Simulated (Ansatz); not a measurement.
# MnSb (Fm-3m): majority and minority states

The geometry is a structure from the Materials Project, held fixed and not relaxed.

Settings: PBE, 12×12×12 k mesh, Fermi–Dirac smearing of 0.08 eV. LAPW is all-electron LAPW in Ansatz 0.2.0. Site moments are integrated in spheres about the atoms.

The input and its command:

```yaml
crystal:
  lattice:
    - [0.0, 2.795016, 2.795016]
    - [2.795016, 0.0, 2.795016]
    - [2.795016, 2.795016, 0.0]
  atoms:
    - { symbol: Mn, position: [0.0, 0.0, 0.0], spin: 3.8 }
    - { symbol: Sb, position: [0.5, 0.5, 0.5] }
magnetization:
  spin_polarized: true
kpoints:
  mp_grid: { grid: [12, 12, 12] }
scf:
  occupations: { method: fermi_dirac, width: 0.08 }
  lower_state_search: "off"
hamiltonian:
  xc: pbe
  pseudopotentials: { kind: all_electron, lapw: { basis_error: 0.001 } }
output:
  forces: true
  stress: true
  eigenvalues: false
  populations: true
  dos: { projected: true, de: 0.1, e_range: [-8, 5] }
```

Command: `ansatz run input.yaml --threads 1 --pin off --max-ram 3072MiB --backend cpu --events-out ev --progress --plain --runs-dir out`

Density of states, smoothed by a Gaussian of 0.15 eV:

```
E − E_F (eV)  majority (states/eV/cell)  minority (states/eV/cell)
       -7.00                       0.00                       0.00
       -6.75                       0.00                       0.00
       -6.50                       0.00                       0.00
       -6.25                       0.00                       0.00
       -6.00                       0.04                       0.00
       -5.75                       0.14                       0.00
       -5.50                       0.25                       0.03
       -5.25                       0.39                       0.13
       -5.00                       0.61                       0.22
       -4.75                       0.88                       0.33
       -4.50                       0.78                       0.61
       -4.25                       0.53                       0.94
       -4.00                       1.06                       0.57
       -3.75                       2.12                       0.31
       -3.50                       2.72                       0.38
       -3.25                       1.75                       0.48
       -3.00                       1.75                       0.51
       -2.75                       3.91                       0.57
       -2.50                       3.06                       0.66
       -2.25                       1.50                       0.81
       -2.00                       0.97                       1.32
       -1.75                       0.83                       1.67
       -1.50                       0.85                       1.03
       -1.25                       0.74                       0.59
       -1.00                       0.67                       0.36
       -0.75                       0.63                       0.23
       -0.50                       0.60                       0.18
       -0.25                       0.57                       0.21
        0.00                       0.54                       0.37
        0.25                       0.52                       0.92
        0.50                       0.50                       1.87
        0.75                       0.48                       2.82
        1.00                       0.46                       3.57
        1.25                       0.45                       2.87
        1.50                       0.44                       1.81
        1.75                       0.43                       1.36
        2.00                       0.43                       0.95
        2.25                       0.41                       0.74
        2.50                       0.33                       0.63
        2.75                       0.20                       0.57
        3.00                       0.17                       0.53
        3.25                       0.20                       0.48
        3.50                       0.24                       0.44
        3.75                       0.28                       0.34
        4.00                       0.35                       0.23
        4.25                       0.48                       0.22
        4.50                       0.57                       0.32
```

What spin moment does the cell carry?

3.84 μB. Site moments (μB): Mn1 3.88, Sb2 -0.12.

Löwdin populations of d and f shells (filled inner shells left out):

```
 shell    up  down
Mn1 3d  4.75  0.87
```

Further occupied bands lie below the window, the nearest with its top at -8.8 eV.

The Ansatz runs typed with the search for lower states off end where their start leads. Spin–orbit coupling is left out although heavy atoms are present. None of this fixes the real material's magnetic order: only patterns that fit the cell were computed, at zero temperature, with a functional that can overstate moments.
